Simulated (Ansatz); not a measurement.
# BN: the cost of one run

Computed with Ansatz 0.2.0 (DFT PBE, scalar-relativistic, plane waves, PAW, unless a step's input says otherwise).

The COD entry's cell or inner coordinates are ideal or old and differ from later refinements, so a difference from it is no clean test against experiment.

## 1. Starting point

The structure is hexagonal, space group P6_3/mmc (No. 194). Conventional cell: a = 2.498 Å, b = 2.498 Å, c = 6.636 Å, α = 90.00°, β = 90.00°, γ = 120.00°. B (site symmetry -6m2) is surrounded by 3 N at 1.44 Å. N (site symmetry -6m2) is surrounded by 3 B at 1.44 Å.

As a file:

```
CELL_PARAMETERS angstrom
3.74736 -2.16354 -6.63570
3.74736 -2.16354 6.63570
-7.49472 -4.32708 0.00000
ATOMIC_POSITIONS crystal
B 0.70833 0.95833 0.83333
B 0.20833 0.45833 0.83333
B 0.37500 0.62500 0.66667
B 0.87500 0.12500 0.66667
B 0.04167 0.29167 0.50000
B 0.54167 0.79167 0.50000
B 0.70833 0.95833 0.33333
B 0.20833 0.45833 0.33333
B 0.37500 0.62500 0.16667
B 0.87500 0.12500 0.16667
B 0.04167 0.29167 0.00000
B 0.54167 0.79167 0.00000
B 0.62500 0.37500 0.83333
B 0.12500 0.87500 0.83333
B 0.29167 0.04167 0.66667
B 0.79167 0.54167 0.66667
B 0.95833 0.70833 0.50000
B 0.45833 0.20833 0.50000
B 0.62500 0.37500 0.33333
B 0.12500 0.87500 0.33333
B 0.29167 0.04167 0.16667
B 0.79167 0.54167 0.16667
B 0.95833 0.70833 0.00000
B 0.45833 0.20833 0.00000
N 0.45833 0.20833 0.83333
N 0.95833 0.70833 0.83333
N 0.12500 0.87500 0.66667
N 0.62500 0.37500 0.66667
N 0.79167 0.54167 0.50000
N 0.29167 0.04167 0.50000
N 0.45833 0.20833 0.33333
N 0.95833 0.70833 0.33333
N 0.12500 0.87500 0.16667
N 0.62500 0.37500 0.16667
N 0.79167 0.54167 0.00000
N 0.29167 0.04167 0.00000
N 0.87500 0.12500 0.83333
N 0.37500 0.62500 0.83333
N 0.54167 0.79167 0.66667
N 0.04167 0.29167 0.66667
N 0.20833 0.45833 0.50000
N 0.70833 0.95833 0.50000
N 0.87500 0.12500 0.33333
N 0.37500 0.62500 0.33333
N 0.54167 0.79167 0.16667
N 0.04167 0.29167 0.16667
N 0.20833 0.45833 0.00000
N 0.70833 0.95833 0.00000
```

The runs take a perfect supercell of 48 atoms; the defect goes to fractional position (0.458, 0.208, 0.833).

## 2. The perfect supercell

The input, input.yaml:

```yaml
crystal:
  lattice:
    - [3.74736, -2.163539, -6.6357]
    - [3.74736, -2.163539, 6.6357]
    - [-7.49472, -4.327079, 0.0]
  atoms:
    - { symbol: B, position: [0.708334, 0.958333, 0.833333] }
    - { symbol: B, position: [0.208334, 0.458333, 0.833333] }
    - { symbol: B, position: [0.375, 0.625001, 0.666667] }
    - { symbol: B, position: [0.875, 0.125001, 0.666667] }
    - { symbol: B, position: [0.041667, 0.291667, 0.5] }
    - { symbol: B, position: [0.541667, 0.791667, 0.5] }
    - { symbol: B, position: [0.708334, 0.958333, 0.333333] }
    - { symbol: B, position: [0.208334, 0.458333, 0.333333] }
    - { symbol: B, position: [0.375, 0.625001, 0.166667] }
    - { symbol: B, position: [0.875, 0.125001, 0.166667] }
    - { symbol: B, position: [0.041667, 0.291667, 0.0] }
    - { symbol: B, position: [0.541667, 0.791667, 0.0] }
    - { symbol: B, position: [0.625, 0.374999, 0.833333] }
    - { symbol: B, position: [0.125, 0.874999, 0.833333] }
    - { symbol: B, position: [0.291666, 0.041667, 0.666667] }
    - { symbol: B, position: [0.791666, 0.541667, 0.666667] }
    - { symbol: B, position: [0.958333, 0.708333, 0.5] }
    - { symbol: B, position: [0.458333, 0.208333, 0.5] }
    - { symbol: B, position: [0.625, 0.374999, 0.333333] }
    - { symbol: B, position: [0.125, 0.874999, 0.333333] }
    - { symbol: B, position: [0.291666, 0.041667, 0.166667] }
    - { symbol: B, position: [0.791666, 0.541667, 0.166667] }
    - { symbol: B, position: [0.958333, 0.708333, 0.0] }
    - { symbol: B, position: [0.458333, 0.208333, 0.0] }
    - { symbol: "N", position: [0.458334, 0.208333, 0.833333] }
    - { symbol: "N", position: [0.958334, 0.708333, 0.833333] }
    - { symbol: "N", position: [0.125, 0.875001, 0.666667] }
    - { symbol: "N", position: [0.625, 0.375001, 0.666667] }
    - { symbol: "N", position: [0.791667, 0.541667, 0.5] }
    - { symbol: "N", position: [0.291667, 0.041667, 0.5] }
    - { symbol: "N", position: [0.458334, 0.208333, 0.333333] }
    - { symbol: "N", position: [0.958334, 0.708333, 0.333333] }
    - { symbol: "N", position: [0.125, 0.875001, 0.166667] }
    - { symbol: "N", position: [0.625, 0.375001, 0.166667] }
    - { symbol: "N", position: [0.791667, 0.541667, 0.0] }
    - { symbol: "N", position: [0.291667, 0.041667, 0.0] }
    - { symbol: "N", position: [0.875, 0.124999, 0.833333] }
    - { symbol: "N", position: [0.375, 0.624999, 0.833333] }
    - { symbol: "N", position: [0.541666, 0.791667, 0.666667] }
    - { symbol: "N", position: [0.041666, 0.291667, 0.666667] }
    - { symbol: "N", position: [0.208333, 0.458333, 0.5] }
    - { symbol: "N", position: [0.708333, 0.958333, 0.5] }
    - { symbol: "N", position: [0.875, 0.124999, 0.333333] }
    - { symbol: "N", position: [0.375, 0.624999, 0.333333] }
    - { symbol: "N", position: [0.541666, 0.791667, 0.166667] }
    - { symbol: "N", position: [0.041666, 0.291667, 0.166667] }
    - { symbol: "N", position: [0.208333, 0.458333, 0.0] }
    - { symbol: "N", position: [0.708333, 0.958333, 0.0] }
basis:
  ecutwfc: 420
  fft_grid_basis: typed
kpoints:
  mp_grid: { grid: [2, 2, 2] }
hamiltonian:
  xc: pbe
  pseudopotentials: { kind: paw }
scf:
  occupations: { method: gaussian, width: 0.05 }
output:
  forces: true
  stress: false
  eigenvalues: true
  bader: false
  write_density: true
  volumetric_format: npy
```

Command:

```bash
$ ansatz run input.yaml --threads 4 --pin off --max-ram 10240MiB --backend cpu --events-out ev --progress --plain --runs-dir out
```

What time and memory should one allow on 4 threads of Arm Neoverse V1, shared host?

About 4.2 s, with a peak of 1.6 GiB.
